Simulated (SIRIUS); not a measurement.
Runs of SIRIUS 7.10.0 on As. The typed cell holds 1 atom: a = 2.999 Å, b = 2.598 Å, c = 2.582 Å, α = 78.73°, β = 76.84°, γ = 93.49°. 

```csv
level,gap on the mesh (eV),pressure (GPa)
PBEsol,none,(b)
revPBE,none,8.7
mPWLYP,none,(a)
RPBE,none,9.3
LDA,none,0.7
```

Alike in all rows: task single point; potentials or basis PseudoDojo 0.4.1 PBE standard (scalar relativistic); no spin polarisation; cell as given; k mesh 5 × 5 × 6; cutoff (eV) 1152; smearing fermi-dirac 0.05 eV; the mesh is coarse, so values aren't converged.

Question: Fill in the values left out.

Answer: (a) 13.7; (b) 3.1.

Caveats: all runs use coarse meshes; the potentials were made for another functional, which shifts forces and pressure.

A k mesh can miss the band edges, and the runs leave out spin-orbit coupling on As.

A gap of «none» marks a metal or a gap under the smearing width.
